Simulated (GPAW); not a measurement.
Runs of GPAW 26.7.0 on Fe. The structure is cubic, space group Im-3m (No. 229). Conventional cell: a = 2.886 Å, b = 2.886 Å, c = 2.886 Å, α = 90.00°, β = 90.00°, γ = 90.00°. Fe (site symmetry m-3m) is surrounded by 8 Fe at 2.50 Å. 

```tsv
cell	target pressure	gap on the mesh (eV)	pressure (GPa)	moment (μB)
relaxed to 30 GPa	30 GPa	none	29.9	(b)
relaxed to 5 GPa	5 GPa	none	4.8	2.04
relaxed to 2 GPa	2 GPa	none	1.9	(a)
relaxed to 10 GPa	10 GPa	none	10.0	2.01
relaxed	-	none	-0.2	2.07
relaxed to 20 GPa	20 GPa	none	20.0	1.99
```

Alike in all rows: task relaxation of cell and atoms; level PBEsol; potentials or basis PAW data sets generated in the run's folder for this functional, pw; spin collinear, ferromagnetic start; k mesh 13 × 13 × 13; cutoff (eV) 600; smearing fermi-dirac 0.05 eV.

Problem. Estimate the missing entries.

Solution. (a) 2.06; (b) 1.97.

Caveats: each step starts from the last one's moments, so a moment once lost doesn't come back; later steps reuse the first step's grids.

A gap of «none» marks a metal or a gap under the smearing width.

Runs at the PBE level aren't shown here.
